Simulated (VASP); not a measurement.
A run of VASP 6.6.1 is set up as follows.

INCAR

```
SYSTEM = ZnSiP2
PREC     = Accurate       ! precision mode
ENCUT    = 600            ! plane-wave cutoff, eV
EDIFF    = 1E-7           ! SCF threshold, eV
ISMEAR   = 0              ! smearing method
SIGMA    = 0.02           ! smearing width, eV
LREAL    = .False.        ! projectors in reciprocal space
LASPH    = .True.         ! aspherical terms in the spheres
NELM     = 80             ! most SCF steps
ALGO     = Normal         ! electronic algorithm
ISIF     = 3              ! what is computed and relaxed
LWAVE    = .False.        ! write WAVECAR
LCHARG   = .False.        ! write CHGCAR
GGA      = PS             ! functional
IBRION   = 2              ! ionic algorithm
NSW      = 90             ! ionic steps
EDIFFG   = -0.005         ! ionic threshold
```

File KPOINTS:

```
Automatic mesh
0
Gamma
  8 8 8
  0 0 0
```

POSCAR

```
ZnSiP2
1.0
   -2.6867032400      2.6867032400      5.2300306300
    2.6867032400     -2.6867032400      5.2300306300
    2.6867032400      2.6867032400     -5.2300306300
Zn Si P
2 2 4
Direct
    0.0000000000      0.0000000000      0.0000000000
    0.7500000000      0.2500000000      0.5000000000
    0.5000000000      0.5000000000      0.0000000000
    0.2500000000      0.7500000000      0.5000000000
    0.3750000000      0.3923012000      0.5173012000
    0.8750000000      0.8576988000      0.4826988000
    0.6076988000      0.1250000000      0.9826988000
    0.1423012000      0.6250000000      0.0173012000
```

Potentials or basis: VASP PAW PBE potentials, release 64 (Zn, Si, P).

The run is started by

```sh
$ cat potpaw_PBE.64/Zn/POTCAR potpaw_PBE.64/Si/POTCAR potpaw_PBE.64/P/POTCAR > POTCAR
$ mpirun -np 1 vasp_std > vasp.out
```

Q: What does it give for the space group after relaxing (to 0.05 Å)?

A: I-42d (No. 122).

Q: Predict the band gap on the k mesh.

A: 1.16 eV, direct.

Q: Predict the relaxed volume.

A: 18.74 Å³/atom.

Q: Estimate the relaxed cell.

A: a = 6.452 Å, b = 6.452 Å, c = 6.452 Å, α = 130.93°, β = 130.93°, γ = 71.92°.

Final structure:
```xyz
8
Lattice="-2.6790 2.6790 5.2220 2.6790 -2.6790 5.2220 2.6790 2.6790 -5.2220" Properties=species:S:1:pos:R:3 pbc="T T T"
Zn    2.6790   -2.6790    5.2220
Zn    0.0000    2.6790    2.6110
Si    0.0000    0.0000    5.2220
Si    2.6790    0.0000    2.6110
P     1.4190    1.3395    1.3055
P     1.2599    1.3395    6.5275
P     1.3395    3.9389   -1.3055
P     1.3395   -1.2599    3.9165
```

Caveat: the PAW data sets were made with another functional, which shifts forces and pressure a little. PBEsol gaps usually lie below the measured ones, often by a third to a half.
